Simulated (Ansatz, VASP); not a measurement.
**Zr in VASP and in Ansatz**

```
CELL_PARAMETERS angstrom
3.23188 0.00000 0.00000
-1.61594 2.79889 0.00000
0.00000 0.00000 5.17410
ATOMIC_POSITIONS crystal
Zr 0.33333 0.66667 0.25000
Zr 0.66667 0.33333 0.75000
```

Alike in both runs: task single point; functional PBE; k mesh 11 × 11 × 6; occupations methfessel-paxton of order 1, width 1 eV; no spin polarisation.

|  | VASP | Ansatz |
| --- | --- | --- |
| version | VASP 6.6.1 | Ansatz 0.2.0 |
| potentials or method | VASP PAW PBE potentials, release 64 (Zr_sv) | plane waves (420 eV) with PAW, scalar-relativistic |
| plane-wave cutoff (eV) | 520 | 420 |
| valence electrons in the cell | 24 | 24 |

```csv
,VASP,Ansatz,Ansatz less VASP
pressure (GPa),-0.3,-0.3,-0.01
largest component of the traceless stress (GPa),0.86,0.86,+0.005
```
